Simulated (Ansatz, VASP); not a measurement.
# Ir: VASP beside Ansatz

INCAR

```
SYSTEM = Ir
ALGO = Normal ; EDIFF = 1E-7
EDIFFG = -0.01 ; ENCUT = 600
GGA = PS ; IBRION = 2
ISIF = 3 ; ISMEAR = 0
LASPH = .TRUE. ; LCHARG = .FALSE.
LREAL = .FALSE. ; LWAVE = .FALSE.
NELM = 60 ; NSW = 80
PREC = Accurate ; SIGMA = 0.1
```

KPOINTS

```
k-points
0
G
  18 18 18
  0 0 0
```

POSCAR

```
Ir
1.0
    0.0000000000      1.9174316251      1.9174316251
    1.9174316251      0.0000000000      1.9174316251
    1.9174316251      1.9174316251      0.0000000000
Ir
1
Direct
    0.0000000000      0.0000000000      0.0000000000
```

Input for Ansatz:

```yaml
crystal:
  lattice:
    - [0.0, 1.9174316251, 1.9174316251]
    - [1.9174316251, 0.0, 1.9174316251]
    - [1.9174316251, 1.9174316251, 0.0]
  atoms:
    - { symbol: Ir, position: [0.0, 0.0, 0.0] }
basis:
  ecutwfc: 420
kpoints:
  mp_grid: { grid: [18, 18, 18] }
hamiltonian:
  xc: pbesol
scf:
  occupations: { method: gaussian, width: 0.1 }
output:
  forces: true
  stress: true
  eigenvalues: true
relax:
  adjacent_minimum: "off"
  f_tol: 0.01
  max_steps: 60
  cell: { stress_tol: 0.1 }
```

Alike in both runs: task relaxation of cell and atoms; functional PBEsol; k mesh 18 × 18 × 18; occupations gaussian, width 0.1 eV; no spin polarisation.

|  | VASP | Ansatz |
| --- | --- | --- |
| version | VASP 6.6.1 | Ansatz 0.2.0 |
| potentials or method | VASP PAW PBE potentials, release 64 (Ir) | scalar-relativistic, plane waves, PAW |
| plane-wave cutoff (eV) | 600 | 420 |
| valence electrons in the cell | 9 | 17 |

VASP gave:

| Property | Result |
| --- | --- |
| gap on the k mesh at the Fermi level, each at its own relaxed structure (eV) | none |
| relaxed volume (Å³/atom) | 14.09 |
| relaxed cell length with the largest relative difference (Å) | 2.711 |

**Question.** What did Ansatz give for the same quantities?

**Answer.** gap on the k mesh at the Fermi level, each at its own relaxed structure (eV): none; relaxed volume (Å³/atom): 14.05; relaxed cell length with the largest relative difference (Å): 2.708.

A gap of «none» marks a metal or a gap that the smearing closes. The two sets of potentials don't hold the same shells in valence.

Caveats: the PAW data sets were made with another functional, which shifts forces and pressure a little (VASP). Spin-orbit coupling is left out, which matters for the levels of Ir.
